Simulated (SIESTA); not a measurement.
The system is BaTiO3.

```
Ba Ti O
1.0
     3.99980    0.00000    0.00000
     0.00000    3.99980    0.00000
     0.00000    0.00000    4.01800
Ba Ti O
1 1 3
Cartesian
  0.0000 0.0000 0.0000
  1.9999 1.9999 1.9688
  0.0000 1.9999 2.0773
  1.9999 0.0000 2.0773
  1.9999 1.9999 0.0763
```

- Program: SIESTA 5.4.2
- Task: single point
- Functional: PBE
- Potentials or basis: PseudoDojo 0.4 standard (PBE files)
- Basis: DZP (energy shift 0.003 Ry; two zetas on semicore shells; d shell added on Ba)
- Grid cutoff: 800 Ry
- Energy shift: 0.003 Ry
- k mesh: 7 × 7 × 7
- Occupations: fermi-dirac, width 0.05 eV
- Spin: no spin polarisation

On this cell: pressure 4.6 GPa; largest force 0.213 eV/Å; band gap on the k mesh 1.81 eV, indirect (least direct gap 1.99 eV).

The same run follows on a disturbed copy (atoms moved at random, drawn with an rms of 0.05 Å):

```
Ba Ti O
1.0
     3.99980    0.00000    0.00000
     0.00000    3.99980    0.00000
     0.00000    0.00000    4.01800
Ba Ti O
1 1 3
Direct
  0.99009 0.01538 0.99613
  0.49689 0.50035 0.49338
  0.99631 0.50045 0.51255
  0.51343 0.00046 0.52163
  0.50648 0.49304 0.02463
```

**Question.** What does the disturbed cell give?

**Answer.** The energy moves by +9.9 meV/atom; pressure 5.2 GPa; largest force 0.686 eV/Å; band gap on the k mesh 1.83 eV, indirect (least direct gap 2.00 eV).

Forces on the atoms (eV/Å):
```
Ba   0.353 -0.495  0.319
Ti  -0.053  0.201 -0.239
O    0.452  0.092  0.070
O   -0.450 -0.052 -0.133
O   -0.304  0.254 -0.014
```

Stress tensor (GPa, compression positive):
```
 5.00 -0.26  0.54
-0.26  4.49 -0.19
 0.54 -0.19  5.98
```

Caveats: this set's barium file shifts pressures by up to 1 GPa against other sets; spin-orbit coupling is left out, which moves the levels of the heavy elements; an odd mesh through Γ misses points on the zone boundary, where band edges often lie; the basis of atomic orbitals isn't converged, which shifts pressures, moduli and gaps.
